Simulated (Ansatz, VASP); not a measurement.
# One calculation of Pt, two programs

File INCAR:

```
SYSTEM = Pt
ALGO = Fast ; EDIFF = 1E-7
ENCUT = 520 ; GGA = PE
ISIF = 2 ; ISMEAR = 0
LASPH = .True. ; LCHARG = .False.
LREAL = .False. ; LWAVE = .False.
NBANDS = 17 ; NELM = 80
PREC = Accurate ; SIGMA = 0.15
```

The input KPOINTS:

```
k-points
0
Gamma
  18 18 10
  0 0 0
```

POSCAR

```
Pt
1.0
    2.8551000000      0.0000000000      0.0000000000
   -1.4275500000      2.4725891303      0.0000000000
    0.0000000000      0.0000000000      4.6618000000
Pt
2
Direct
    0.6666666667      0.3333333333      0.7500000000
    0.3333333333      0.6666666667      0.2500000000
```

Input for Ansatz:

```yaml
crystal:
  lattice:
    - [2.8551, 0.0, 0.0]
    - [-1.42755, 2.4725891303, 0.0]
    - [0.0, 0.0, 4.6618]
  atoms:
    - { symbol: Pt, position: [0.6666666667, 0.3333333333, 0.75] }
    - { symbol: Pt, position: [0.3333333333, 0.6666666667, 0.25] }
basis:
  ecutwfc: 420
kpoints:
  mp_grid: { grid: [18, 18, 10] }
hamiltonian:
  xc: pbe
scf:
  occupations: { method: gaussian, width: 0.15 }
output:
  forces: true
  stress: true
  eigenvalues: true
```

Alike in both runs: task single point; functional PBE; k mesh 18 × 18 × 10; occupations gaussian, width 0.15 eV; no spin polarisation.

|  | VASP | Ansatz |
| --- | --- | --- |
| version | VASP 6.6.1 | Ansatz 0.2.0 |
| potentials or method | VASP PAW PBE potentials, release 64 (Pt) | scalar-relativistic, plane waves, PAW |
| plane-wave cutoff (eV) | 520 | 420 |
| valence electrons in the cell | 20 | 36 |

VASP gave:

* gap on the k mesh at the Fermi level (eV): none
* pressure (GPa): -9.8
* largest component of the traceless stress (GPa): 4.53

**Question.** Which values does Ansatz return?

**Answer.** gap on the k mesh at the Fermi level (eV): none; pressure (GPa): -9.5; largest component of the traceless stress (GPa): 4.60.

A gap of «none» marks a metal or a gap that the smearing closes. With one functional, cell and mesh, what is left measures potentials, basis and numerics. The two sets of potentials don't hold the same shells in valence.

The runs have no spin-orbit coupling, so splittings on Pt are missing.
